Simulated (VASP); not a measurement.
# MoP (P-6m2) in VASP: a series of runs

Runs on MoP. Level: PBE+D3(BJ). Tasks: relaxation of cell and atoms, relaxation of shape and atoms at fixed volume.

Program: VASP 6.6.1. These are calculated values, not measurements. Logs are shortened: lines on timing, memory, paths and dates and some standing lists are left out, and cuts for length are marked.

## Step 1: The structure

Symmetry: P-6m2, No. 187, hexagonal system. Conventional cell: a = 3.200 Å, b = 3.200 Å, c = 3.173 Å, α = 90.00°, β = 90.00°, γ = 120.00°. Mo (site symmetry -6m2) is surrounded by 6 P at 2.44 Å. P (site symmetry -6m2) has 6 Mo at 2.44 Å as nearest neighbours.

## Step 2: Relaxation of cell and atoms, PBE+D3(BJ)

INCAR

```
  PREC = Accurate
  ENCUT = 600
  EDIFF = 1E-7
  ISMEAR = 1
  SIGMA = 0.1
  LREAL = F
  LASPH = T
  NELM = 80
  ALGO = Normal
  ISIF = 3
  LWAVE = F
  LCHARG = F
  GGA = PE
  IVDW = 12
  IBRION = 2
  NSW = 90
  EDIFFG = -0.005
```

KPOINTS

```
Automatic mesh
0
Gamma
  15 15 11
```

POSCAR

```
MoP                                     
1.0
    3.1997117528      0.0000000000     -0.0000000000
   -1.5998558764      2.7710316627      0.0000000000
   -0.0000000000     -0.0000000000      3.1733825802
  Mo              P             
     1     1
Direct
     0.0000000000000000    1.0000000000000000    0.0000000000000000
     0.3333333332999970    0.6666666667000030    0.5000000000000000
```

Potentials or basis: VASP PAW PBE potentials, release 64 (Mo_sv, P).

Run with:

```bash
> cat potpaw_PBE.64/Mo_sv/POTCAR potpaw_PBE.64/P/POTCAR > POTCAR
> mpirun -np 1 vasp_std > vasp.out
```

OUTCAR:

```text
PREC = Accurate
   ENCUT = 600
   EDIFF = 1E-7
   ISMEAR = 1
   LREAL = F
   LASPH = T
   NELM = 80
   ISIF = 3
   GGA = PE
   IVDW = 12
   IBRION = 2
   NSW = 90
   EDIFFG = -0.005
 IVDW          = 12

 ion  position               nearest neighbor table
   1  0.000  0.000  0.000-   2 2.44   2 2.44   2 2.44   2 2.44   2 2.44   2 2.44
   2  0.333  0.667  0.500-   1 2.44   1 2.44   1 2.44   1 2.44   1 2.44   1 2.44

  LATTYP: Found a hexagonal cell.
 ALAT       =     3.1997117528
 C/A-ratio  =     0.9917713924

  Lattice vectors:

 A1 = (   3.1997117528,   0.0000000000,   0.0000000000)
 A2 = (  -1.5998558764,   2.7710316627,   0.0000000000)
 A3 = (   0.0000000000,   0.0000000000,   3.1733825802)

Analysis of symmetry for initial positions (statically):
=====================================================================
 Subroutine PRICEL returns:
 Original cell was already a primitive cell.

 Routine SETGRP: Setting up the symmetry group for a
 hexagonal supercell.

 Subroutine GETGRP returns: Found 12 space group operations
 (whereof 12 operations were pure point group operations)
 out of a pool of 24 trial point group operations.

The static configuration has the point symmetry D_3h.

Analysis of symmetry for dynamics (positions and initial velocities):
=====================================================================
 Subroutine PRICEL returns:
 Original cell was already a primitive cell.

 Routine SETGRP: Setting up the symmetry group for a
 hexagonal supercell.

 Subroutine GETGRP returns: Found 12 space group operations
 (whereof 12 operations were pure point group operations)
 out of a pool of 24 trial point group operations.

The dynamic configuration has the point symmetry D_3h.

 Subroutine INISYM returns: Found 12 space group operations
 (whereof 12 operations are pure point group operations),
 and found     1 'primitive' translations

----------------------------------------------------------------------------------------

                                     Primitive cell

  volume of cell :      28.1368

  direct lattice vectors                    reciprocal lattice vectors
     3.199711753  0.000000000  0.000000000     0.312528152  0.180438213  0.000000000
    -1.599855876  2.771031663  0.000000000     0.000000000  0.360876425  0.000000000
     0.000000000  0.000000000  3.173382580     0.000000000  0.000000000  0.315121160

  length of vectors
     3.199711753  3.199711753  3.173382580     0.360876425  0.360876425  0.315121160

  position of ions in fractional coordinates (direct lattice)
     0.000000000  0.000000000  0.000000000
     0.333333333  0.666666667  0.500000000

  ion indices of the primitive-cell ions
   primitive index   ion index
                 1           1
                 2           2

----------------------------------------------------------------------------------------

 KPOINTS: Automatic mesh

Automatic generation of k-mesh.
 Grid dimensions read from file:
 generate k-points for:   15   15   11

 Generating k-lattice:

  Cartesian coordinates                     Fractional coordinates (reciprocal lattice)
     0.020835210  0.012029214  0.000000000     0.066666667  0.000000000  0.000000000
     0.000000000  0.024058428  0.000000000     0.000000000  0.066666667  0.000000000
     0.000000000  0.000000000  0.028647378     0.000000000  0.000000000  0.090909091

  Length of vectors
     0.024058428  0.024058428  0.028647378

  Shift w.r.t. Gamma in fractional coordinates (k-lattice)
     0.000000000  0.000000000  0.000000000

 Subroutine IBZKPT returns following result:
 ===========================================

 Found    162 irreducible k-points:

 Following reciprocal coordinates:
            Coordinates               Weight
  0.000000  0.000000  0.000000      1.000000
  0.066667  0.000000  0.000000      6.000000
  0.133333  0.000000  0.000000      6.000000
  0.200000 -0.000000  0.000000      6.000000
  0.266667  0.000000  0.000000      6.000000
  0.333333  0.000000  0.000000      6.000000
[... 16 lines left out ...]
  0.333333  0.200000  0.000000     12.000000
  0.400000  0.200000  0.000000      6.000000
 [... further k-points ...]
   k-points           NKPTS =    162   k-points in BZ     NKDIM =    162   number of bands    NBANDS=     13
   number of dos      NEDOS =    301   number of ions     NIONS =      2
   total plane-waves  NPLWV =  21952
   dimension x,y,z NGX =    28 NGY =   28 NGZ =   28
   dimension x,y,z NGXF=    56 NGYF=   56 NGZF=   56
   ions per type =               1   1
   NGX,Y,Z   is equivalent  to a cutoff of  14.55, 14.55, 14.67 a.u.
   NGXF,Y,Z  is equivalent  to a cutoff of  29.10, 29.10, 29.34 a.u.
 SYSTEM =  unknown system
   PREC   = accura    normal or accurate (medium, high low for compatibility)
   ISTART =      0    job   : 0-new  1-cont  2-samecut
   ICHARG =      2    charge: 1-file 2-atom 10-const
   ISPIN  =      1    spin polarized calculation?
   LNONCOLLINEAR =      F non collinear calculations
   LSORBIT =      F    spin-orbit coupling
   LASPH  =      T    aspherical Exc in radial PAW
   ENCUT  =  600.0 eV  44.10 Ry    6.64 a.u.   6.39  6.39  6.34*2*pi/ulx,y,z
   NELM   =     80;   NELMIN=  2; NELMDL= -5     # of ELM steps
   EDIFF  = 0.1E-06   stopping-criterion for ELM
   LREAL  =      F    real-space projection
   EDIFFG = -.5E-02   stopping-criterion for IOM
   NSW    =     90    number of steps for IOM
   IBRION =      2    ionic relax: 0-MD 1-quasi-New 2-CG
   NFREE  =      1    steps in history (QN), initial steepest desc. (CG)
   ISIF   =      3    stress and relaxation
   ISYM   =      2    0-nonsym 1-usesym 2-fastsym
   POTIM  = 0.5000    time-step for ionic-motion
   TEBEG  =    0.0;   TEEND  =   0.0 temperature during run
   PSTRESS=    0.0 pullay stress
   NELECT =      19.0000    total number of electrons
   NUPDOWN=      -1.0000    fix difference up-down
   EMIN   =  10.00;   EMAX   =-10.00  energy-range for DOS
   EFERMI =   0.00;   METHOD = LEGACY
   ISMEAR =     1;   SIGMA  =   0.10  broadening in eV -4-tet -1-fermi 0-gaus
   EFERMI_NEDOS =   21; number of points for ismear=-14 and -15
   IALGO  =     38    algorithm
   IMIX   =      4    mixing-type and parameters
     AMIX     =   0.40;   BMIX     =  1.00
     AMIX_MAG =   1.60;   BMIX_MAG =  1.00
  volume/ion in A,a.u.               =      14.07        94.94
  Fermi-wavevector in a.u.,A,eV,Ry     =   1.436265  2.714146 28.066858  2.062856
  Thomas-Fermi vector in A             =   2.555472
   LORBIT       =      0    0 simple, 1 ext, 2 COOP (PROOUT), +10 PAW based schemes
   GGA     = PE    functional components
   LHFCALC =     F    Hartree Fock is set to
   AEXX    =    0.0000 exact exchange contribution
   IVDW    =    12    specifies the selected vdW correction
   LEPSILON=     F    determine dielectric tensor
   LRPA    =     F    only Hartree local field effects (RPA)
 conjugate gradient relaxation of ions
 non-spin polarized calculation
 Methfessel and Paxton  Order N= 1 SIGMA  =   0.10
  energy-cutoff  :      600.00
  volume of cell :       28.14
 maximum number of plane-waves:       960
 NGX is ok and might be reduce to    28
   NGX = 13   NGY = 13   NGZ = 13

 number of electron      19.0000000 magnetization

 Free energy of the ion-electron system (eV)
  ---------------------------------------------------
  ext. energy  EPLUGINS =         0.00000000
  ---------------------------------------------------
  free energy    TOTEN  =       -17.64507138 eV

  energy without entropy =      -17.64453493  energy(sigma->0) =      -17.64489256

 E-fermi :  12.2670     XC(G=0): -12.7014

 val. band max:       12.2626450467   @ k =   0.4000   0.0000   0.0909
 cond. band min:      12.2729347568   @ k =   0.1333   0.0667   0.0000
 fundamental gap:      0.0102897101
 Fermi energy:        12.2670229583

 k-point     1 :       0.0000    0.0000    0.0000
  band No.  band energies     occupation
      1     -48.9402      2.00000
      2     -23.1015      2.00000
      3     -22.8832      2.00000
      4     -22.8832      2.00000
      5      -1.8335      2.00000
      6       7.9314      2.00000
      7       8.8710      2.00000
      8       8.8710      2.00000
      9      11.5228      2.00000
     10      12.5210     -0.00194
     11      12.5210     -0.00194
     12      16.4607      0.00000
     13      16.4607      0.00000

 k-point     2 :       0.0667    0.0000    0.0000
  band No.  band energies     occupation
      1     -48.9386      2.00000
      2     -23.0993      2.00000
      3     -22.8998      2.00000
      4     -22.8870      2.00000
      5      -1.7492      2.00000
      6       7.9005      2.00000
      7       8.7822      2.00000
      8       8.9443      2.00000
      9      11.0133      2.00000
     10      12.4858     -0.00832
     11      13.0948     -0.00000
     12      16.0897      0.00000
     13      16.2893      0.00000

 k-point     3 :       0.1333    0.0000    0.0000
  band No.  band energies     occupation
      1     -48.9342      2.00000
      2     -23.0931      2.00000
      3     -22.9463      2.00000
      4     -22.8976      2.00000
      5      -1.5024      2.00000
      6       7.6717      2.00000
      7       8.6983      2.00000
      8       9.1572      2.00000
      9      10.2820      2.00000
     10      12.3885     -0.07088
     11      14.0061     -0.00000
     12      15.2824      0.00000
     13      15.8756      0.00000
[... 305 lines left out ...]
 k-point    23 :       0.3333    0.2000    0.0000
  band No.  band energies     occupation
      1     -48.9023      2.00000
      2     -23.2044      2.00000
      3     -23.0487      2.00000
      4     -23.0405      2.00000
      5       0.9876      2.00000
      6       5.3464      2.00000
      7       7.6960      2.00000
      8       8.3679      2.00000
      9      11.0627      2.00000
     10      11.2749      2.00000
     11      13.0390     -0.00000
     12      14.2090     -0.00000
     13      18.2744      0.00000

 k-point    24 :       0.4000    0.2000    0.0000
  band No.  band energies     occupation
      1     -48.9010      2.00000
      2     -23.2117      2.00000
      3     -23.0489      2.00000
      4     -23.0469      2.00000
      5       1.1465      2.00000
      6       5.2413      2.00000
      7       7.5545      2.00000
      8       8.3292      2.00000
      9      10.9965      2.00000
     10      11.4468      2.00000
     11      13.1406     -0.00000
     12      13.9621     -0.00000
     13      18.4386      0.00000

 [... further k-points ...]

------------------------ aborting loop because EDIFF is reached ----------------------------------------

 Edisp (eV)   -1.28417

 E8    (eV) :    -0.5522

  FORCE on cell =-STRESS in cart. coord.  units (eV):
  Direction    XX          YY          ZZ          XY          YZ          ZX
  --------------------------------------------------------------------------------------
  -------------------------------------------------------------------------------------
  Total       0.00777     0.00777     0.00554     0.00000    -0.00000     0.00000
  in kB       0.44230     0.44230     0.31524     0.00000    -0.00000     0.00000
  external pressure =        0.40 kB  Pullay stress =        0.00 kB

 VOLUME and BASIS-vectors are now :
 -----------------------------------------------------------------------------
  energy-cutoff  :      600.00
  volume of cell :       28.14
      direct lattice vectors                 reciprocal lattice vectors
     3.199711753  0.000000000  0.000000000     0.312528152  0.180438213  0.000000000
    -1.599855876  2.771031663  0.000000000     0.000000000  0.360876425  0.000000000
     0.000000000  0.000000000  3.173382580     0.000000000  0.000000000  0.315121160

 POSITION                                       TOTAL-FORCE (eV/Angst)
 -----------------------------------------------------------------------------------
      0.00000      0.00000      0.00000        -0.000000      0.000000      0.000000
     -0.00000      1.84735      1.58669         0.000000     -0.000000      0.000000
 -----------------------------------------------------------------------------------
    total drift:                                0.000000     -0.000000      0.000000

  FREE ENERGIE OF THE ION-ELECTRON SYSTEM (eV)
  ---------------------------------------------------
  free  energy   TOTEN  =       -18.9292365292 eV

  energy  without entropy=      -18.9287000863  energy(sigma->0) =      -18.92905771

 reached required accuracy - stopping structural energy minimisation
```

Wall time 55 s (1 thread of Intel Xeon Platinum 8488C (Sapphire Rapids), shared host); peak memory 0.22 GiB.

What came out:

| Quantity | Value |
| --- | --- |
| Free energy | -18.9292 eV |
| Pressure after relaxing | 0.0 GPa |
| Band gap on the k mesh | none (metal or under the smearing width) |
| Dispersion energy per atom | -0.642 eV |

Final structure:
```xyz
2
Lattice="3.1997 0.0000 0.0000 -1.5999 2.7710 0.0000 0.0000 0.0000 3.1734" Properties=species:S:1:pos:R:3 pbc="T T T"
Mo    0.0000    0.0000    0.0000
P     0.0000    1.8474    1.5867
```

Levels at points of the mesh, in eV from the Fermi level:
| k point | band 6 | band 7 | band 8 | band 9 | band 10 | band 11 | band 12 | band 13 |
| --- | --- | --- | --- | --- | --- | --- | --- | --- |
| (0.00, 0.00, 0.00) | -4.34 | -3.40 | -3.40 | -0.74 | 0.25 | 0.25 | 4.19 | 4.19 |

Caveat: the relaxation stopped at its first step, so nothing moved; pairwise dispersion overbinds metals, which lowers pressure and volume.

## Step 3: Relaxation of shape and atoms at fixed volume, PBE+D3(BJ) (a relaxed cell with its volume scaled by 0.94)

INCAR

```
  PREC = Accurate
  ENCUT = 600
  EDIFF = 1E-7
  ISMEAR = 1
  SIGMA = 0.1
  LREAL = F
  LASPH = T
  NELM = 80
  ALGO = Fast
  ISIF = 4
  LWAVE = F
  LCHARG = F
  GGA = PE
  IVDW = 12
  IBRION = 2
  NSW = 40
  EDIFFG = -0.01
```

KPOINTS is that of step 2.

POSCAR

```
MoP                                     
1.0
    3.1343931849      0.0000000000      0.0000000000
   -1.5671965925      2.7144641236      0.0000000000
    0.0000000000      0.0000000000      3.1086014932
  Mo              P             
     1     1
Direct
     0.0000000000000000    0.0000000000000000    0.0000000000000000
     0.3333333332999970    0.6666666667000030    0.5000000000000000
```

Potentials or basis: VASP PAW PBE potentials, release 64 (Mo_sv, P).

Run with:

```bash
> cat potpaw_PBE.64/Mo_sv/POTCAR potpaw_PBE.64/P/POTCAR > POTCAR
> mpirun -np 1 vasp_std > vasp.out
```

Run time: 2.1 min. Hardware: 1 thread of Intel Xeon Platinum 8488C (Sapphire Rapids), shared host; peak memory 0.22 GiB.

Results (log left out):

```
Free energy                : -18.8457 eV
Energy gained by relaxing  : 1.5 meV/atom
Ionic steps                : 3
Pressure after relaxing    : 16.5 GPa
Band gap on the k mesh     : none (metal or under the smearing width)
Dispersion energy per atom : -0.684 eV
```

The path:
| step | energy change (eV) | largest force (eV/Å) | pressure (GPa) |
| --- | --- | --- | --- |
| 1 | 0.0000 | 0.0000 | 17.09 |
| 2 | -0.0028 | 0.0000 | 16.31 |
| 3 | -0.0031 | 0.0000 | 16.46 |

Final structure:
```
Mo P
1.0
     3.12053    0.00000    0.00000
    -1.56026    2.70246    0.00000
     0.00000    0.00000    3.13629
Mo P
1 1
Direct
  0.00000 0.00000 0.00000
  0.33333 0.66667 0.50000
```

Levels at points of the mesh, in eV from the Fermi level:
```tsv
k point	band 7	band 8	band 9	band 10	band 11	band 12	band 13
(0.00, 0.00, 0.00)	-3.56	-3.56	-0.86	0.25	0.25	4.47	4.47
```

Caveat: pairwise dispersion overbinds metals, which lowers pressure and volume.
